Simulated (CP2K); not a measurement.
Runs of CP2K 2026.2 on Pb. It takes space group Fm-3m (No. 225, cubic). Conventional cell: a = 4.950 Å, b = 4.950 Å, c = 4.950 Å, α = 90.00°, β = 90.00°, γ = 90.00°. Around Pb (site symmetry m-3m) lie 12 Pb at 3.50 Å. 

```csv
level,gap on the mesh (eV),pressure (GPa)
MS2,none,(b)
LDA,none,2.8
revPBE,none,3.3
PBEsol,none,2.5
PBE,none,(a)
PW91,none,3.6
WC,none,2.8
```

Alike in all rows: task atomic charges; potentials or basis POTENTIAL_UZH Pb GTH-PBE-q4; TZVP-MOLOPT-PBE-GTH basis; no spin polarisation; cell as given; k mesh 9 × 9 × 9; smearing fermi-dirac 0.05 eV.

Q: Estimate the missing entries.

A: (a) 3.2; (b) 4.3.

Caveats: the basis of atomic orbitals isn't converged, which shifts pressures, moduli and gaps; the potentials were made for another functional, which shifts forces and pressure (some runs).

A k mesh can miss the band edges, and the runs leave out spin-orbit coupling on Pb.

A gap of «none» marks a metal or a gap under the smearing width.
